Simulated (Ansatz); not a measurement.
# Ionic part of the dielectric constant of ZnS at 30 GPa, mode by mode

Theory: Ansatz, DFT PBEsol, scalar-relativistic, plane waves, PAW. Settings: 420 eV plane-wave cutoff, Γ-centred 10×10×10 mesh, fixed occupations. No spin polarisation. Phonons by linear response, acoustic sum rule imposed.

Symmetry: F-43m, No. 216, cubic system. The conventional cell has a = 4.963 Å, b = 4.963 Å, c = 4.963 Å, α = 90.00°, β = 90.00°, γ = 90.00°. Zn (site symmetry -43m) has 4 S at 2.15 Å as nearest neighbours. S (site symmetry -43m) is surrounded by 4 Zn at 2.15 Å.

The real crystal has changed phase below this pressure.

The primitive cell has V = 30.57 Å³ and ε∞,zz = 6.282. Each polar mode adds Δε = (4.92064×10⁷/V)·S/ν² along z, with S its oscillator strength in e²/amu, ν in cm⁻¹ and V in Å³.

**Question.** From these modes, find each Δε and ε0,zz.
```tsv
ν (cm⁻¹)	S_zz (e²/amu)
403.1	0.1205
```

**Answer.**
| ν (cm⁻¹) | Δε |
| --- | --- |
| 403.1 | 1.19 |

The sum is 1.194, so ε0,zz = 7.48; the run's tensor has 7.48.

**Question.** Where do the longitudinal modes lie for a wave vector along z?

**Answer.** At 440 cm⁻¹. The Lyddane–Sachs–Teller product Π(ν_LO/ν_TO)² = 1.19 matches ε0/ε∞ = 1.19.

Cost: 1 run of about 0.65 core-minutes, on Intel Xeon Platinum 8488C (Sapphire Rapids) (shared hosts).

Electronic polarisation dominates the static response: ε∞ is 6.282, and the lattice adds only 1.19. Zinc blende has one triply degenerate polar optical mode, in which the Zn and S sublattices move against each other, so this single vibration carries the whole ionic term. Its contribution is small because the short, partly covalent Zn–S bonds give a stiff restoring force, and the squared frequency enters the denominator. The oscillator strength, taken with the reduced mass, also implies a Born effective charge below the formal ionic value, as expected for sp³ bonding with substantial covalency.

The same modest charge, screened by the large electronic response, keeps the longitudinal mode at 440 cm⁻¹, not far above the transverse one at 403.1 cm⁻¹. The Lyddane–Sachs–Teller agreement shows that the mode data and the dielectric tensor are mutually consistent, but it is no independent test of either against experiment. Compression probably contributes to the high transverse frequency, though a single volume cannot separate bond stiffening from any change in effective charge.
